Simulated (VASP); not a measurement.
**VASP 6.6.1 run: SrO**

INCAR

```
LWAVE = .FALSE.
SIGMA = 0.02
EDIFF = 1E-6
LCHARG = .FALSE.
LREAL = .FALSE.
NSW = 0
IBRION = -1
NBANDS = 15
ISMEAR = -1
ISIF = 2
GGA = PE
ENCUT = 520
PREC = Accurate
LASPH = .FALSE.
NELM = 120
```

KPOINTS

```
KPOINTS created by Atomic Simulation Environment
0
Gamma
8 8 8
0 0 0
```

POSCAR

```
Sr O
 1.0000000000000000
     0.0000000000000000    2.4766966328000000    2.6402929364999999
     2.4766966328000000    0.0000000000000000    2.6402929364999999
     2.4766966328000000    2.4766966328000000    0.0000000000000000
 Sr  O
   1   1
Cartesian
  0.0000000000000000  0.0000000000000000  0.0000000000000000
  2.4766966328000000  2.4766966328000000  2.6402929365000003
```

The recommended PBE PAW datasets give the neutral cell 16 valence electrons.

Command

```
mpirun -np 1 vasp_std
```

Question: Predict the outcome of this run.

Answer: It converged. Results: gap between bands v and c on the k mesh 3.09 eV; least direct gap on the k mesh 3.10 eV; pressure 9.7 GPa. Band v is the last that the valence electrons fill when counted band by band, and c is the next.

OSZICAR

```
N       E                     dE             d eps       ncg     rms          rms(c)
DAV:   1     0.695013632857E+02    0.69501E+02   -0.85283E+03  1770   0.105E+03
DAV:   2    -0.111047447642E+02   -0.80606E+02   -0.74878E+02  2425   0.226E+02
DAV:   3    -0.141152957801E+02   -0.30106E+01   -0.29968E+01  2261   0.394E+01
DAV:   4    -0.141838904300E+02   -0.68595E-01   -0.68585E-01  2216   0.581E+00
DAV:   5    -0.141856333970E+02   -0.17430E-02   -0.17430E-02  2284   0.714E-01    0.186E+01
DAV:   6    -0.120659913841E+02    0.21196E+01   -0.65334E+00  1854   0.201E+01    0.218E+01
DAV:   7    -0.119428417368E+02    0.12315E+00   -0.26601E-01  2134   0.471E+00    0.127E+01
DAV:   8    -0.119307456715E+02    0.12096E-01   -0.11212E-01  2302   0.330E+00    0.693E-01
DAV:   9    -0.119325108826E+02   -0.17652E-02   -0.52799E-03  2394   0.481E-01    0.233E-01
DAV:  10    -0.119330212299E+02   -0.51035E-03   -0.47772E-04  1854   0.194E-01    0.693E-02
DAV:  11    -0.119331381797E+02   -0.11695E-03   -0.10668E-04  1980   0.764E-02    0.266E-02
DAV:  12    -0.119331554354E+02   -0.17256E-04   -0.23590E-05  1875   0.358E-02    0.104E-02
DAV:  13    -0.119331554228E+02    0.12590E-07   -0.62550E-07  1606   0.740E-03
   1 F= -.11933155E+02 E0= -.11933155E+02  d E =-.769314E-12
```

For comparison, a separate PBE run of the intended cell, on usual settings and not on those above, gives a gap of 3.09 eV on its mesh and a pressure of 9.7 GPa.
